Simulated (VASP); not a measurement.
Here is a VASP 6.6.1 calculation.

The input INCAR:

```
PREC = Accurate
ENCUT = 520
EDIFF = 1E-6
ISMEAR = 0
SIGMA = 0.02
LREAL = F
LASPH = T
NELM = 60
ALGO = Normal
ISIF = 2
LWAVE = F
LCHARG = F
METAGGA = R2SCAN
LMIXTAU = T
```

Contents of KPOINTS:

```
Automatic mesh
0
Gamma
  12 12 12
```

POSCAR

```
CdO                                     
1.0
    0.0000000000      2.3610036667      2.3610036667
    2.3610036667      0.0000000000      2.3610036667
    2.3610036667      2.3610036667      0.0000000000
  Cd              O             
     1     1
Direct
     0.0000000000000000    0.0000000000000000    0.0000000000000000
     0.5000000000000000    0.5000000000000000    0.5000000000000000
```

KPOINTS_OPT

```
path GXWKGLUWLK,UX
10
line-mode
reciprocal
 0.0000000000  0.0000000000  0.0000000000  G
 0.5000000000  0.0000000000  0.5000000000  X

 0.5000000000  0.0000000000  0.5000000000  X
 0.5000000000  0.2500000000  0.7500000000  W

 0.5000000000  0.2500000000  0.7500000000  W
 0.3750000000  0.3750000000  0.7500000000  K

 0.3750000000  0.3750000000  0.7500000000  K
 0.0000000000  0.0000000000  0.0000000000  G

 0.0000000000  0.0000000000  0.0000000000  G
 0.5000000000  0.5000000000  0.5000000000  L

 0.5000000000  0.5000000000  0.5000000000  L
 0.6250000000  0.2500000000  0.6250000000  U

 0.6250000000  0.2500000000  0.6250000000  U
 0.5000000000  0.2500000000  0.7500000000  W

 0.5000000000  0.2500000000  0.7500000000  W
 0.5000000000  0.5000000000  0.5000000000  L

 0.5000000000  0.5000000000  0.5000000000  L
 0.3750000000  0.3750000000  0.7500000000  K

 0.6250000000  0.2500000000  0.6250000000  U
 0.5000000000  0.0000000000  0.5000000000  X
```

Potentials or basis: VASP PAW PBE potentials, release 64 (Cd, O).

Command:

```sh
$ cat potpaw_PBE.64/Cd/POTCAR potpaw_PBE.64/O/POTCAR > POTCAR
$ mpirun -np 1 vasp_std > vasp.out
```

Problem. Estimate the band gap along the path.

Solution. 0.04 eV, indirect (least direct gap 1.34 eV).

Problem. What does it give for the band gap on the k mesh?

Solution. 0.04 eV, indirect (least direct gap 1.34 eV).

Problem. Estimate the pressure.

Solution. 0.2 GPa.

Levels at the corners of the path, in eV from the valence-band top:
```tsv
point	band 6	band 7	band 8	band 9	band 10	band 11	band 12	band 13
Γ	-6.54	-1.30	-1.30	-1.30	0.04	15.68	17.66	17.66
X	-5.89	-4.23	-2.26	-2.26	4.50	9.26	11.72	14.23
X	-5.89	-4.23	-2.26	-2.26	4.50	9.26	11.72	14.23
W	-5.99	-2.95	-2.95	-1.80	6.60	9.61	9.61	11.49
W	-5.99	-2.95	-2.95	-1.80	6.60	9.61	9.61	11.49
K	-6.16	-3.35	-2.81	-1.24	6.05	9.25	9.34	13.79
K	-6.16	-3.35	-2.81	-1.24	6.05	9.25	9.34	13.79
Γ	-6.54	-1.30	-1.30	-1.30	0.04	15.68	17.66	17.66
Γ	-6.54	-1.30	-1.30	-1.30	0.04	15.68	17.66	17.66
L	-6.32	-3.79	0.00	0.00	5.06	7.92	12.74	12.74
L	-6.32	-3.79	0.00	0.00	5.06	7.92	12.74	12.74
U	-6.16	-3.35	-2.81	-1.24	6.05	9.25	9.34	13.79
U	-6.16	-3.35	-2.81	-1.24	6.05	9.25	9.34	13.79
W	-5.99	-2.95	-2.95	-1.80	6.60	9.61	9.61	11.49
W	-5.99	-2.95	-2.95	-1.80	6.60	9.61	9.61	11.49
L	-6.32	-3.79	0.00	0.00	5.06	7.92	12.74	12.74
L	-6.32	-3.79	0.00	0.00	5.06	7.92	12.74	12.74
K	-6.16	-3.35	-2.81	-1.24	6.05	9.25	9.34	13.79
U	-6.16	-3.35	-2.81	-1.24	6.05	9.25	9.34	13.79
X	-5.89	-4.23	-2.26	-2.26	4.50	9.26	11.72	14.23
```

Caveat: the PAW data sets were made with another functional, which shifts forces and pressure a little. r2SCAN opens gaps a little over a GGA but as a rule still falls short of measured ones.
